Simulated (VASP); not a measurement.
# TiAl₃: intraband terms of a metal's spectrum

TiAl₃, I4/mmm (no. 139), 4 atoms in the cell. PBE, independent-particle dielectric function; PAW potentials Ti_sv, Al (PBE set).

## Input

INCAR.step1:
```
SYSTEM = TiAl3
EDIFF = 1E-7
ENCUT = 320
ISMEAR = 1
KPAR = 4
LASPH = .TRUE.
LCHARG = .TRUE.
LMAXMIX = 4
LWAVE = .FALSE.
PREC = Accurate
SIGMA = 0.1
```

INCAR.step2:
```
SYSTEM = TiAl3
CSHIFT = 0.1
EDIFF = 1E-6
ENCUT = 320
ICHARG = 11
ISMEAR = 0
KPAR = 4
LASPH = .TRUE.
LCHARG = .FALSE.
LMAXMIX = 4
LWAVE = .TRUE.
NBANDS = 36
NEDOS = 3000
OMEGAMAX = 30
PREC = Accurate
SIGMA = 0.3
```

INCAR.step3, as INCAR.step2 but for:
```
- LWAVE = .TRUE.
+ ALGO = None
+ ISTART = 1
+ LOPTICS = .TRUE.
+ LWAVE = .FALSE.
+ NELM = 1
```

INCAR.step4, as INCAR.step3 but for:
```
+ WPLASMAI = 0.03
```

INCAR.step5 to INCAR.step6 change the same tag again: WPLASMAI = 0.1, 0.3.

INCAR.step7, as INCAR.step6 but for:
```
- WPLASMAI = 0.3
+ RTIME = 1
```

INCAR.step8, as INCAR.step7 but for:
```
- RTIME = 1
+ RTIME = 20
```

INCAR.step9, as INCAR.step8 but for:
```
- RTIME = 20
+ LNABLA = .TRUE.
```

INCAR.step10, as INCAR.step9 but for:
```
- ISMEAR = 0
- LNABLA = .TRUE.
+ ISMEAR = -5
```

KPOINTS.step1:
```
k-points
0
Gamma
  10 10 10
```

KPOINTS.step2:
```
k-points
0
Gamma
  8 8 8
```

POSCAR:
```
TiAl3
1.0
   -1.9111067713      1.9111067713      4.2806687947
    1.9111067713     -1.9111067713      4.2806687947
    1.9111067713      1.9111067713     -4.2806687947
Ti Al
1 3
Direct
    0.0000000000      0.0000000000      0.0000000000
    0.2500000000      0.7500000000      0.5000000000
    0.7500000000      0.2500000000      0.5000000000
    0.5000000000      0.5000000000      0.0000000000
```

Commands (each step's output is kept before the next begins):
```
cat potpaw_PBE.64/Ti_sv/POTCAR potpaw_PBE.64/Al/POTCAR > POTCAR
cp INCAR.step1 INCAR
cp KPOINTS.step1 KPOINTS
mpirun -np 4 vasp_std > vasp.out
cp INCAR.step2 INCAR
cp KPOINTS.step2 KPOINTS
mpirun -np 4 vasp_std > vasp.out
cp INCAR.step3 INCAR
mpirun -np 4 vasp_std > vasp.out
cp INCAR.step4 INCAR
mpirun -np 4 vasp_std > vasp.out
cp INCAR.step5 INCAR
mpirun -np 4 vasp_std > vasp.out
cp INCAR.step6 INCAR
mpirun -np 4 vasp_std > vasp.out
cp INCAR.step7 INCAR
mpirun -np 4 vasp_std > vasp.out
cp INCAR.step8 INCAR
mpirun -np 4 vasp_std > vasp.out
cp INCAR.step9 INCAR
mpirun -np 4 vasp_std > vasp.out
cp INCAR.step10 INCAR
mpirun -np 4 vasp_std > vasp.out
```

## Result

- Bands: 36

One ground state, settings moved in the last step alone:

| Settings | Plasma frequency (eV) | Im ε at 0.5 eV | Im ε at 1 eV | Im ε at 2 eV | Im ε at 4 eV | Time (s) |
|---|---|---|---|---|---|---|
| interband part alone | 3.96 | 20.6 | 17.6 | 26.0 | 20.6 | 9 |
| Drude term, WPLASMAI 0.03 | 3.96 | 24.3 | 18.0 | 26.0 | 20.6 | 9 |
| Drude term, WPLASMAI 0.1 | 3.96 | 32.6 | 19.1 | 26.1 | 20.6 | 9 |
| Drude term, WPLASMAI 0.3 | 3.96 | 48.2 | 21.9 | 26.5 | 20.6 | 8 |
| relaxation time RTIME 1 fs | 3.96 | 50.7 | 24.8 | 27.1 | 20.7 | 8 |
| relaxation time RTIME 20 fs | 3.96 | 24.7 | 18.1 | 26.0 | 20.6 | 10 |
| transversal form (LNABLA) | 4.10 | 21.6 | 18.6 | 27.5 | 22.1 | 7 |
| tetrahedron method | – | – | – | – | – | no result |

VASP 6.6.1 took 103 s on 4 cores (AMD EPYC 7R43 (Zen 3)), a shared host.
